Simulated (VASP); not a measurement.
Input of a VASP 6.6.1 run:

Contents of POSCAR:

```
CuAu
1.0
    2.7995675300      0.0000000000      0.0000000000
    0.0000000000      2.7995675300      0.0000000000
    0.0000000000      0.0000000000      3.6694331500
Au Cu
1 1
Direct
    0.0000000000      0.0000000000      0.0000000000
    0.5000000000      0.5000000000      0.5000000000
```

File INCAR.step1:

```
SYSTEM = CuAu
PREC = Accurate
ENCUT = 600
ISMEAR = 1
SIGMA = 0.1892
LREAL = .False.
LASPH = .True.
NELM = 60
GGA = PE
ALGO = Normal
EDIFF = 1E-4
LWAVE = .True.
LCHARG = .False.
```

INCAR.step2

```
SYSTEM = CuAu
PREC = Accurate
ENCUT = 600
EDIFF = 1E-6
ISMEAR = 1
SIGMA = 0.1892
LREAL = .False.
LASPH = .True.
NELM = 60
ALGO = Normal
ISIF = 3
LWAVE = .False.
LCHARG = .False.
METAGGA = R2SCAN
LMIXTAU = .True.
IBRION = 2
NSW = 60
EDIFFG = -0.03
ISTART = 1
```

Contents of KPOINTS:

```
Automatic mesh
0
Gamma
  11 11 9
  0 0 0
```

Potentials or basis: VASP PAW PBE potentials, release 64 (Au, Cu).

Launch:

```sh
$ cat potpaw_PBE.64/Au/POTCAR potpaw_PBE.64/Cu/POTCAR > POTCAR
$ cp INCAR.step1 INCAR
$ mpirun -np 1 vasp_std > vasp.out
$ cp INCAR.step2 INCAR
$ mpirun -np 1 vasp_std > vasp.out
```

Q: Estimate the relaxed cell.

A: a = 2.813 Å, b = 2.813 Å, c = 3.684 Å, α = 90.00°, β = 90.00°, γ = 90.00°.

Q: Predict the relaxed volume.

A: 14.58 Å³/atom.

Q: Estimate the space group after relaxing (to 0.05 Å).

A: P4/mmm (No. 123).

Q: What does it give for the band gap on the k mesh?

A: None (metal or under the smearing width).

Stress tensor (GPa, compression positive):
```
 0.03  0.00  0.00
 0.00  0.03  0.00
 0.00  0.00 -0.09
```

Caveat: the PAW data sets were made with another functional, which shifts forces and pressure a little. Zero-point motion and thermal expansion aren't in these numbers.
